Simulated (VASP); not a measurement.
The system is FePt (Tetraferroplatinum).

```
Pt Fe
1.0
     2.72350    0.00000    0.00000
     0.00000    2.72350    0.00000
     0.00000    0.00000    3.72000
Pt Fe
1 1
Cartesian
  1.3618 1.3618 1.8600
  0.0000 0.0000 0.0000
```

- Program: VASP 6.6.1
- Task: single point
- Functional: PBE
- Potentials or basis: VASP PAW PBE potentials, release 64 (Pt, Fe)
- Cutoff: 520 eV
- k mesh: 10 × 10 × 7
- Occupations: fermi-dirac, width 0.05 eV
- Spin: collinear spin, ferromagnetic start
- Starting moments: [0.0, 3.0] μB

On this cell: pressure 3.0 GPa; largest force under 0.003 eV/Å; net moment 3.27 μB per cell; site moments Pt +0.34; Fe +2.92 μB; band gap on the k mesh none (metal or under the smearing width).

The same run follows on a disturbed copy (atoms moved at random, drawn with an rms of 0.05 Å):

```
Pt Fe
1.0
     2.72350    0.00000    0.00000
     0.00000    2.72350    0.00000
     0.00000    0.00000    3.72000
Pt Fe
1 1
Direct
  0.49659 0.49727 0.50219
  0.99122 0.01900 0.01158
```

Task: What changes?

Result: The energy (extrapolated to zero smearing) moves by +6.6 meV/atom; pressure 3.3 GPa; largest force 0.406 eV/Å; net moment 3.27 μB per cell; site moments Pt +0.34; Fe +2.91 μB; band gap on the k mesh none (metal or under the smearing width).

Forces on the atoms (eV/Å):
```
Pt  -0.062  0.252  0.313
Fe   0.062 -0.252 -0.313
```

Stress tensor (GPa, compression positive):
```
 3.07 -0.05 -0.09
-0.05  3.03  0.35
-0.09  0.35  3.76
```
